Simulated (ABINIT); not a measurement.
Input of an ABINIT 10.8.3 (patched build) run:

File run.abi:

```
# Pseudopotentials
pp_dirpath "./"
pseudos "S.GGA_PBE-JTH.xml, Mo.GGA_PBE-JTH.xml"

# Structure
acell 3*1.0
rprim
     6.0171262375     0.0000000000     0.0000000000
    -3.0085631187     5.2109841905     0.0000000000
     0.0000000000     0.0000000000    87.9980258608
ntypat 2
znucl 16 42
natom 5
typat 1 1 2 1 1
xred
     0.3333333300     0.6666666700     0.1610586400
     0.3333333300     0.6666666700     0.4665659500
     0.0000000000     0.0000000000     0.5000000000
     0.3333333300     0.6666666700     0.5334340500
     0.3333333300     0.6666666700     0.8389413600
chkprim 0
chksymtnons 0
tolsym 1.0e-6

# Plane-wave basis
ecut 20.0
pawecutdg 40.0
pawxcdev 0

# k points
kptopt 1
ngkpt 10 10 1
nshiftk 1
shiftk 0.0 0.0 0.0

# Exchange and correlation
ixc 11

# Bands and occupations
nband 23
occopt 3
tsmear 0.00183747

# SCF cycle
nstep 120
tolvrs 1.0e-9

# Output
iomode 3
prtwf 0
prteig 0
prtebands 0
prtden 1
prtvha 1
prtvclmb 1
prtpot 1
```

Potentials or basis: JTH PAW PBE v2.0.

Run with:

```sh
$ mpirun --bind-to none -np 4 abinit run.abi > log 2>&1
```

(1) What does it give for the work function?

(2) What does it give for the band gap on the k mesh?

Results:

(1) 7.05 eV.

(2) none (metal or under the smearing width).
